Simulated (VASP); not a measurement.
# InAs (F-43m) in VASP: notebook

Runs on InAs. Level: PBE. Tasks: single point.

Program: VASP 6.6.1. These are calculated values, not measurements. Logs are shortened: lines on timing, memory, paths and dates and some standing lists are left out, and cuts for length are marked.

**The experiment to reproduce.**

A printed reference work, data compilation reports, for a bulk crystal of InAs at 4.2 K: band gap 0.418 eV (direct).

How close the calculation comes is told below.

## (1) Starting point

It takes space group F-43m (No. 216, cubic). The conventional cell has a = 6.036 Å, b = 6.036 Å, c = 6.036 Å, α = 90.00°, β = 90.00°, γ = 90.00°. In (site symmetry -43m) has 4 As at 2.61 Å as nearest neighbours. Around As (site symmetry -43m) lie 4 In at 2.61 Å.

## (2) Single point, PBE (cell and atoms relaxed tightly for response)

The input, INCAR:

```
PREC = Accurate ; ENCUT = 520
EDIFF = 1E-6 ; ISMEAR = -1
SIGMA = 0.15 ; LREAL = F
LASPH = T ; NELM = 100
ALGO = Normal ; ISIF = 2
LWAVE = F ; LCHARG = F
GGA = PE ; NBANDS = 16
```

The input, KPOINTS:

```
Automatic mesh
0
Gamma
  12 12 12
```

The input, POSCAR:

```
InAs
1.0
    0.0000000000      3.0938631615      3.0938631615
    3.0938631615      0.0000000000      3.0938631615
    3.0938631615      3.0938631615      0.0000000000
In As
1 1
Direct
    0.0000000000      0.0000000000      0.0000000000
    0.2500000000      0.2500000000      0.2500000000
```

Potentials or basis: VASP PAW PBE potentials, release 64 (In_d, As).

The run is started by

```console
$ cat potpaw_PBE.64/In_d/POTCAR potpaw_PBE.64/As/POTCAR > POTCAR
$ mpirun -np 1 vasp_std > vasp.out
```

OUTCAR:

```text
PREC = Accurate
   ENCUT = 520
   EDIFF = 1E-6
   ISMEAR = -1
   LREAL = F
   LASPH = T
   NELM = 100
   ISIF = 2
   GGA = PE

 ion  position               nearest neighbor table
   1  0.000  0.000  0.000-   2 2.68   2 2.68   2 2.68   2 2.68
   2  0.250  0.250  0.250-   1 2.68   1 2.68   1 2.68   1 2.68

  LATTYP: Found a face centered cubic cell.
 ALAT       =     6.1877263230

  Lattice vectors:

 A1 = (   0.0000000000,   3.0938631615,   3.0938631615)
 A2 = (   3.0938631615,   0.0000000000,   3.0938631615)
 A3 = (   3.0938631615,   3.0938631615,   0.0000000000)

Analysis of symmetry for initial positions (statically):
=====================================================================
 Subroutine PRICEL returns:
 Original cell was already a primitive cell.

 Routine SETGRP: Setting up the symmetry group for a
 face centered cubic supercell.

 Subroutine GETGRP returns: Found 24 space group operations
 (whereof 24 operations were pure point group operations)
 out of a pool of 48 trial point group operations.

The static configuration has the point symmetry T_d .

Analysis of symmetry for dynamics (positions and initial velocities):
=====================================================================
 Subroutine PRICEL returns:
 Original cell was already a primitive cell.

 Routine SETGRP: Setting up the symmetry group for a
 face centered cubic supercell.

 Subroutine GETGRP returns: Found 24 space group operations
 (whereof 24 operations were pure point group operations)
 out of a pool of 48 trial point group operations.

The dynamic configuration has the point symmetry T_d .

 Subroutine INISYM returns: Found 24 space group operations
 (whereof 24 operations are pure point group operations),
 and found     1 'primitive' translations

----------------------------------------------------------------------------------------

                                     Primitive cell

  volume of cell :      59.2288

  direct lattice vectors                    reciprocal lattice vectors
     0.000000000  3.093863161  3.093863161    -0.161610250  0.161610250  0.161610250
     3.093863161  0.000000000  3.093863161     0.161610250 -0.161610250  0.161610250
     3.093863161  3.093863161  0.000000000     0.161610250  0.161610250 -0.161610250

  length of vectors
     4.375383243  4.375383243  4.375383243     0.279917165  0.279917165  0.279917165

  position of ions in fractional coordinates (direct lattice)
     0.000000000  0.000000000  0.000000000
     0.250000000  0.250000000  0.250000000

  ion indices of the primitive-cell ions
   primitive index   ion index
                 1           1
                 2           2

----------------------------------------------------------------------------------------

 KPOINTS: Automatic mesh

Automatic generation of k-mesh.
 Grid dimensions read from file:
 generate k-points for:   12   12   12

 Generating k-lattice:

  Cartesian coordinates                     Fractional coordinates (reciprocal lattice)
    -0.013467521  0.013467521  0.013467521     0.083333333  0.000000000  0.000000000
     0.013467521 -0.013467521  0.013467521     0.000000000  0.083333333  0.000000000
     0.013467521  0.013467521 -0.013467521     0.000000000  0.000000000  0.083333333

  Length of vectors
     0.023326430  0.023326430  0.023326430

  Shift w.r.t. Gamma in fractional coordinates (k-lattice)
     0.000000000  0.000000000  0.000000000

 Subroutine IBZKPT returns following result:
 ===========================================

 Found     72 irreducible k-points:

 Following reciprocal coordinates:
            Coordinates               Weight
  0.000000  0.000000  0.000000      1.000000
  0.083333  0.000000  0.000000      8.000000
  0.166667  0.000000  0.000000      8.000000
  0.250000  0.000000  0.000000      8.000000
  0.333333  0.000000  0.000000      8.000000
  0.416667  0.000000  0.000000      8.000000
[... 16 lines left out ...]
  0.500000  0.166667  0.000000     24.000000
 -0.416667  0.166667  0.000000     24.000000
 [... further k-points ...]
   k-points           NKPTS =     72   k-points in BZ     NKDIM =     72   number of bands    NBANDS=     16
   number of dos      NEDOS =    301   number of ions     NIONS =      2
   total plane-waves  NPLWV =  46656
   dimension x,y,z NGX =    36 NGY =   36 NGZ =   36
   dimension x,y,z NGXF=    72 NGYF=   72 NGZF=   72
   ions per type =               1   1
   NGX,Y,Z   is equivalent  to a cutoff of  13.68, 13.68, 13.68 a.u.
   NGXF,Y,Z  is equivalent  to a cutoff of  27.36, 27.36, 27.36 a.u.
 SYSTEM =  unknown system
   PREC   = accura    normal or accurate (medium, high low for compatibility)
   ISTART =      0    job   : 0-new  1-cont  2-samecut
   ICHARG =      2    charge: 1-file 2-atom 10-const
   ISPIN  =      1    spin polarized calculation?
   LNONCOLLINEAR =      F non collinear calculations
   LSORBIT =      F    spin-orbit coupling
   LASPH  =      T    aspherical Exc in radial PAW
   ENCUT  =  520.0 eV  38.22 Ry    6.18 a.u.   8.14  8.14  8.14*2*pi/ulx,y,z
   NELM   =    100;   NELMIN=  2; NELMDL= -5     # of ELM steps
   EDIFF  = 0.1E-05   stopping-criterion for ELM
   LREAL  =      F    real-space projection
   EDIFFG = 0.1E-04   stopping-criterion for IOM
   NSW    =      0    number of steps for IOM
   IBRION =     -1    ionic relax: 0-MD 1-quasi-New 2-CG
   NFREE  =      0    steps in history (QN), initial steepest desc. (CG)
   ISIF   =      2    stress and relaxation
   ISYM   =      2    0-nonsym 1-usesym 2-fastsym
   POTIM  = 0.5000    time-step for ionic-motion
   TEBEG  =    0.0;   TEEND  =   0.0 temperature during run
   PSTRESS=    0.0 pullay stress
   NELECT =      18.0000    total number of electrons
   NUPDOWN=      -1.0000    fix difference up-down
   EMIN   =  10.00;   EMAX   =-10.00  energy-range for DOS
   EFERMI =   0.00;   METHOD = LEGACY
   ISMEAR =    -1;   SIGMA  =   0.15  broadening in eV -4-tet -1-fermi 0-gaus
   EFERMI_NEDOS =   21; number of points for ismear=-14 and -15
   IALGO  =     38    algorithm
   IMIX   =      4    mixing-type and parameters
     AMIX     =   0.40;   BMIX     =  1.00
     AMIX_MAG =   1.60;   BMIX_MAG =  1.00
  volume/ion in A,a.u.               =      29.61       199.85
  Fermi-wavevector in a.u.,A,eV,Ry     =   1.100664  2.079952 16.482916  1.211460
  Thomas-Fermi vector in A             =   2.237078
   LORBIT       =      0    0 simple, 1 ext, 2 COOP (PROOUT), +10 PAW based schemes
   GGA     = PE    functional components
   LHFCALC =     F    Hartree Fock is set to
   AEXX    =    0.0000 exact exchange contribution
   IVDW    =     0    specifies the selected vdW correction
   LEPSILON=     F    determine dielectric tensor
   LRPA    =     F    only Hartree local field effects (RPA)
 non-spin polarized calculation
  energy-cutoff  :      520.00
  volume of cell :       59.23
 maximum number of plane-waves:      1639
 NGX is ok and might be reduce to    36
   NGX = 17   NGY = 17   NGZ = 17

 number of electron      17.9999997 magnetization

 Free energy of the ion-electron system (eV)
  ---------------------------------------------------
  ext. energy  EPLUGINS =         0.00000000
  ---------------------------------------------------
  free energy    TOTEN  =        -7.72105202 eV

  energy without entropy =       -7.71654836  energy(sigma->0) =       -7.71880019

 E-fermi :   4.1906     XC(G=0):  -8.7944

 val. band max:        3.8342518985   @ k =   0.0000   0.0000   0.0000
 cond. band min:       4.4577518982   @ k =   0.0833   0.0000   0.0000
 fundamental gap:      0.6234999998
 Fermi energy:         4.1905645420

 k-point     1 :       0.0000    0.0000    0.0000
  band No.  band energies     occupation
      1     -10.4303      2.00000
      2     -10.4303      2.00000
      3     -10.4303      2.00000
      4     -10.3307      2.00000
      5     -10.3307      2.00000
      6      -7.6039      2.00000
[... 8 lines left out ...]
     15      13.3385      0.00000
     16      13.3385      0.00000

 k-point     2 :       0.0833    0.0000    0.0000
  band No.  band energies     occupation
      1     -10.4370      2.00000
      2     -10.4282      2.00000
      3     -10.4282      2.00000
      4     -10.3307      2.00000
      5     -10.3307      2.00000
      6      -7.5401      2.00000
[... 8 lines left out ...]
     15      12.8190      0.00000
     16      12.8190      0.00000

 k-point     3 :       0.1667    0.0000    0.0000
  band No.  band energies     occupation
      1     -10.4549      2.00000
      2     -10.4226      2.00000
      3     -10.4226      2.00000
      4     -10.3305      2.00000
      5     -10.3305      2.00000
      6      -7.3559      2.00000
[... 8 lines left out ...]
     15      12.3430      0.00000
     16      12.3430      0.00000

 k-point     4 :       0.2500    0.0000    0.0000
  band No.  band energies     occupation
      1     -10.4784      2.00000
      2     -10.4159      2.00000
      3     -10.4159      2.00000
      4     -10.3296      2.00000
      5     -10.3296      2.00000
      6      -7.0750      2.00000
[... 8 lines left out ...]
     15      12.2981      0.00000
     16      12.2981      0.00000
[... 324 lines left out ...]
 k-point    22 :       0.4167    0.1667    0.0000
  band No.  band energies     occupation
      1     -10.5226      2.00000
      2     -10.4010      2.00000
      3     -10.3964      2.00000
      4     -10.3373      2.00000
      5     -10.3215      2.00000
      6      -6.4693      2.00000
[... 8 lines left out ...]
     15      13.7114      0.00000
     16      14.3725      0.00000

 k-point    23 :       0.5000    0.1667    0.0000
  band No.  band energies     occupation
      1     -10.5307      2.00000
      2     -10.4001      2.00000
      3     -10.3949      2.00000
      4     -10.3335      2.00000
      5     -10.3224      2.00000
      6      -6.2427      2.00000
[... 8 lines left out ...]
     15      13.9689      0.00000
     16      14.4352      0.00000

 k-point    24 :      -0.4167    0.1667    0.0000
  band No.  band energies     occupation
      1     -10.5304      2.00000
      2     -10.4005      2.00000
      3     -10.3961      2.00000
      4     -10.3298      2.00000
      5     -10.3256      2.00000
      6      -6.2080      2.00000
[... 8 lines left out ...]
     15      13.3304      0.00000
     16      13.7504      0.00000

 [... further k-points ...]
[... 5 lines left out ...]
  --------------------------------------------------------------------------------------
  -------------------------------------------------------------------------------------
  Total        0.0120023      0.0120023      0.0120023      0.0000000      0.0000000      0.0000000
  in kB        0.3246689      0.3246689      0.3246689      0.0000000      0.0000000      0.0000000
  external PRESSURE =       0.3246689 kB  Pullay stress =       0.0000000 kB

 VOLUME and BASIS-vectors are now :
 -----------------------------------------------------------------------------
  energy-cutoff  :      520.00
  volume of cell :       59.23
      direct lattice vectors                 reciprocal lattice vectors
     0.000000000  3.093863161  3.093863161    -0.161610250  0.161610250  0.161610250
     3.093863161  0.000000000  3.093863161     0.161610250 -0.161610250  0.161610250
     3.093863161  3.093863161  0.000000000     0.161610250  0.161610250 -0.161610250

 POSITION                                       TOTAL-FORCE (eV/Angst)
 -----------------------------------------------------------------------------------
      0.00000      0.00000      0.00000         0.000000     -0.000000     -0.000000
      1.54693      1.54693      1.54693        -0.000000      0.000000      0.000000
 -----------------------------------------------------------------------------------
    total drift:                               -0.000000     -0.000000     -0.000000

  FREE ENERGIE OF THE ION-ELECTRON SYSTEM (eV)
  ---------------------------------------------------
  free  energy   TOTEN  =        -7.7210520168 eV

  energy  without entropy=       -7.7165483574  energy(sigma->0) =       -7.71880019
```

Wall time 24 s (1 thread of Intel Xeon 6975P-C (Granite Rapids), shared host); peak memory 0.24 GiB.

What came out:

| Property | Result |
| --- | --- |
| Free energy | -7.7211 eV |
| Pressure | 0.0 GPa |
| Band gap on the k mesh | none (metal or under the smearing width) |

Levels at points of the mesh, in eV from the Fermi level:
| k point | band 6 | band 7 | band 8 | band 9 | band 10 | band 11 | band 12 | band 13 |
| --- | --- | --- | --- | --- | --- | --- | --- | --- |
| (0.00, 0.00, 0.00) | -11.79 | -0.90 | -0.36 | -0.36 | -0.36 | 3.52 | 3.52 | 3.52 |
| (0.50, 0.00, 0.00) | -10.53 | -5.79 | -1.25 | -1.25 | 0.46 | 4.28 | 4.28 | 6.40 |
| (0.50, 0.50, 0.00) | -10.06 | -5.91 | -2.46 | -2.46 | 1.30 | 1.68 | 8.40 | 8.44 |

## (3) Single point, PBE

The input, INCAR:

```
SYSTEM = InAs
ALGO = Normal ; EDIFF = 1E-7
ENCUT = 520 ; GGA = PE
ISIF = 2 ; ISMEAR = 0
LASPH = .True. ; LCHARG = .False.
LREAL = .False. ; LWAVE = .False.
NBANDS = 16 ; NELM = 100
PREC = Accurate ; SIGMA = 0.1
```

The input, KPOINTS:

```
k-points
0
Gamma
  6 6 6
  0 0 0
```

The input, POSCAR:

```
InAs
1.0
    0.0000000000      3.0180000000      3.0180000000
    3.0180000000      0.0000000000      3.0180000000
    3.0180000000      3.0180000000      0.0000000000
In As
1 1
Direct
    0.0000000000      0.0000000000      0.0000000000
    0.2500000000      0.2500000000      0.2500000000
```

Potentials or basis: VASP PAW PBE potentials, release 64 (In_d, As).

The run is started by

```console
$ cat potpaw_PBE.64/In_d/POTCAR potpaw_PBE.64/As/POTCAR > POTCAR
$ mpirun -np 1 vasp_std > vasp.out
```

It took 8.5 s on 1 thread of Intel Xeon 6975P-C (Granite Rapids), shared host; peak memory 0.18 GiB.

Results (log left out):

```yaml
Free_energy: -7.6463 eV
Pressure: 4.4 GPa
Band_gap_on_the_k_mesh: none (metal or under the smearing width)
```

Levels at points of the mesh, in eV from the Fermi level:
```csv
k point,band 7,band 8,band 9,band 10,band 11,band 12
"(0.00, 0.00, 0.00)",-0.20,-0.03,-0.03,-0.03,3.87,3.87
"(0.50, 0.00, 0.00)",-5.82,-1.03,-1.03,0.94,4.65,4.65
"(0.50, 0.50, 0.00)",-5.90,-2.37,-2.37,1.50,2.03,9.19
```

Caveat: this crystal is a semiconductor, whose small gap the functional closes, so the metal is an error of the method.

## (4) How close it comes

Step 3. Measured gap of InAs: 0.418 eV (direct; 4.2 K; a printed reference work, data compilation). This calculation gives 0.00 eV (-0.42 eV). Spin-orbit coupling on As, In is left out. The value is that of PBE on a finite k mesh, which can miss the band edges, without temperature or zero-point motion. Semilocal functionals fall short of measured gaps as a rule.
